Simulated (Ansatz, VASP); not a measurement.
**KF in VASP and in Ansatz**

```
K F
1.0
     0.00000    2.58172    2.58172
     2.58172    0.00000    2.58172
     2.58172    2.58172    0.00000
K F
1 1
Cartesian
  0.0000 0.0000 0.0000
  2.5817 2.5817 2.5817
```

Alike in both runs: functional LDA; k mesh 8 × 8 × 8; occupations gaussian, width 0.02 eV; no spin polarisation.

Ansatz relaxed the structure, and its values are those at the end. VASP's run is a single point on that final structure, the one shown.

|  | VASP | Ansatz |
| --- | --- | --- |
| version | VASP 6.6.1 | Ansatz 0.2.0 |
| potentials or method | VASP PAW LDA potentials, release 64 (K_sv, F) | scalar-relativistic, plane waves, PAW |
| plane-wave cutoff (eV) | 520 | 520 |
| valence electrons in the cell | 16 | 16 |

```csv
,VASP,Ansatz,Ansatz less VASP
gap on the k mesh at the Fermi level (eV),6.34,6.36,+0.019
least direct gap on the mesh (eV),6.34,6.36,+0.019
pressure (GPa),0.2,0.0,-0.24
```

A k mesh can miss the band edges. Expect the measured gap to be larger: semilocal functionals such as LDA lack the derivative discontinuity.
